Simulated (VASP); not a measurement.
Crystal: Au.

```
Au
1.0
     2.88617    0.00000    0.00000
    -1.44308    2.49949    0.00000
     0.00000    0.00000    4.71311
Au
2
Direct
  0.33333 0.66667 0.25000
  0.66667 0.33333 0.75000
```

This isn't the form of Au at room conditions, which is fcc.

- Program: VASP 6.6.1
- Task: relaxation of cell and atoms
- Functional: r2SCAN
- Potentials or basis: VASP PAW PBE potentials, release 64 (Au)
- Cutoff: 600 eV
- k mesh: 18 × 18 × 10
- Occupations: gaussian, width 0.1 eV
- Spin: no spin polarisation

At the start: pressure 6.0 GPa; volume 17.00 Å³/atom.

Where does the relaxation end?

Over 8 steps the energy falls by 13.0 meV/atom and the volume is 17.63 Å³/atom (+3.7 %); space group P6_3/mmc (No. 194, to 0.05 Å).

Step by step:
```
step  energy change (eV)  largest force (eV/Å)  pressure (GPa)  volume (Å³)
   1              0.0000                0.0000            6.02        34.00
   2              0.0230                0.0000           -7.12        37.24
   3             -0.0233                0.0000           -0.17        35.28
   4             -0.0233                0.0000           -0.06        35.26
   5             -0.0245                0.0000            0.00        35.24
   6             -0.0259                0.0000            0.33        35.19
   7             -0.0255                0.0000           -0.73        35.45
   8             -0.0259                0.0000            0.03        35.26
```

Final structure:
```
CELL_PARAMETERS angstrom
2.89133 0.00000 0.00000
-1.44566 2.50396 0.00000
0.00000 0.00000 4.87093
ATOMIC_POSITIONS crystal
Au 0.33333 0.66667 0.25000
Au 0.66667 0.33333 0.75000
```

Caveat: the PAW data sets were made with another functional, which shifts forces and pressure a little.
